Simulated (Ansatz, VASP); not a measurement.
**Ru in VASP and in Ansatz**

The input INCAR:

```
SYSTEM = Ru
PREC = Accurate ; ENCUT = 520
EDIFF = 1E-6 ; ISMEAR = 1
SIGMA = 0.025 ; LREAL = .False.
LASPH = .True. ; NELM = 80
ALGO = Fast ; ISIF = 2
LWAVE = .False. ; LCHARG = .False.
GGA = RP ; NBANDS = 13
```

Contents of KPOINTS:

```
regular mesh
0
Gamma
  12 12 12
  0 0 0
```

The input POSCAR:

```
Ru
1.0
   -0.0029260000      1.9466600000      1.9462770000
    1.8804520000      0.0416960000      1.9016540000
    1.9186100000      1.9401950000      0.0035390000
Ru
1
Direct
   -0.0051290000      0.0775290000     -0.0001540000
```

Contents of input.yaml:

```yaml
crystal:
  lattice:
    - [-0.002926, 1.94666, 1.946277]
    - [1.880452, 0.041696, 1.901654]
    - [1.91861, 1.940195, 0.003539]
  atoms:
    - { symbol: Ru, position: [-0.005129, 0.077529, -0.000154] }
hamiltonian:
  xc: rpbe
  pseudopotentials: { kind: nc }
kpoints:
  mp_grid: { grid: [12, 12, 12] }
scf:
  occupations: { method: cold, width: 0.025 }
  n_extra_bands: 6
output:
  forces: true
  stress: true
  eigenvalues: true
  dos: { projected: false, de: 0.05, nscf_kmesh: { grid: [18, 18, 18] } }
```

Change from the starting cell: cell strained at random at fixed volume.

Alike in both runs: functional RPBE; k mesh 12 × 12 × 12; no spin polarisation.

```csv
,VASP,Ansatz
version,VASP 6.6.1,Ansatz 0.2.0
potentials or method,"VASP PAW PBE potentials, release 64 (Ru_pv)",Ansatz NC
plane-wave cutoff (eV),520,1143
occupations,"methfessel-paxton of order 1, width 0.025 eV","cold, width 0.025 eV"
valence electrons in the cell,14,16
task,single point,density of states
```

```csv
,VASP,Ansatz,Ansatz less VASP
gap on the k mesh at the Fermi level (eV),none,none,-
pressure (GPa),-0.2,-0.3,-0.11
largest component of the traceless stress (GPa),6.14,6.09,-0.047
```

A gap of «none» marks a metal or a gap that the smearing closes. The two sets of potentials don't hold the same shells in valence.

Caveats: the PAW data sets were made with another functional, which shifts forces and pressure a little (VASP); the potentials were made for another functional, which shifts forces and pressure (Ansatz); the density of states is complete only up to the lowest level of the last band computed (Ansatz).
